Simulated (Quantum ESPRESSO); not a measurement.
Crystal: KF (Carobbiite).

```
K F
1.0
     0.00000    2.67185    2.67185
     2.67185    0.00000    2.67185
     2.67185    2.67185    0.00000
K F
1 1
Direct
  0.00000 0.00000 0.00000
  0.50000 0.50000 0.50000
```

```yaml
Program: Quantum ESPRESSO 7.5
Task: phonons
Functional: PBE
Potentials_or_basis: GBRV 1.5 PBE
Cutoff: 612 eV
Density_cutoff: 4898 eV
k_mesh: 6 × 6 × 6, shifted
Occupations: fermi-dirac, width 0.05 eV
Spin: no spin polarisation
Mixing_beta: 0.5
Most_SCF_iterations: 120
SCF_threshold: 4e-10 Ry
```

The cell and the atoms were relaxed first, to 19.66 Å³/atom (a = 3.817 Å, b = 3.817 Å, c = 3.817 Å, α = 60.00°, β = 60.00°, γ = 60.00°), and the response was taken there.

The first run showed a gap, so the response started from a second, tighter run with fixed occupations.

The run gives a transverse optical frequency of 171 cm⁻¹, an electronic dielectric constant of 1.96 and Born charges of ±1.13 e.

Q: What are the longitudinal frequency and the static dielectric constant?

A: The longitudinal mode lies at 305 cm⁻¹, 134 cm⁻¹ over the transverse one, and the static constant is 6.26. The two agree with the Lyddane-Sachs-Teller relation: (305/171)² = 3.18 and 6.26/1.96 = 3.19.
